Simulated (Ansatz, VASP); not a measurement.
# Re in VASP and in Ansatz

```xyz
2
Lattice="2.7608 0.0000 0.0000 -1.3804 2.3909 0.0000 0.0000 0.0000 4.4582" Properties=species:S:1:pos:R:3 pbc="T T T"
Re    1.4005    0.7550    3.4064
Re   -0.0082    1.5914    1.0882
```

Change from the starting cell: atoms moved at random, drawn with an rms of 0.05 Å.

Alike in both runs: task single point; functional PBE; k mesh 11 × 11 × 6; occupations fermi-dirac, width 0.05 eV; no spin polarisation.

```csv
,VASP,Ansatz
version,VASP 6.6.1,Ansatz 0.2.0
potentials or method,"VASP PAW PBE potentials, release 64 (Re)",Ansatz PAW
plane-wave cutoff (eV),520,420
valence electrons in the cell,14,30
```

Ansatz gave:

- gap on the k mesh at the Fermi level (eV): none
- pressure (GPa): 7.4
- largest component of the traceless stress (GPa): 1.41
- rms of the force components (eV/Å): 0.316

**Question.** Which values does VASP return?

**Answer.** gap on the k mesh at the Fermi level (eV): none; pressure (GPa): 7.0; largest component of the traceless stress (GPa): 1.30; rms of the force components (eV/Å): 0.291.

Atom by atom the forces differ by 0.026 eV/Å (rms over components). A gap of «none» marks a metal or a gap that the smearing closes. The two sets of potentials don't hold the same shells in valence.

The runs have no spin-orbit coupling, so splittings on Re are missing.
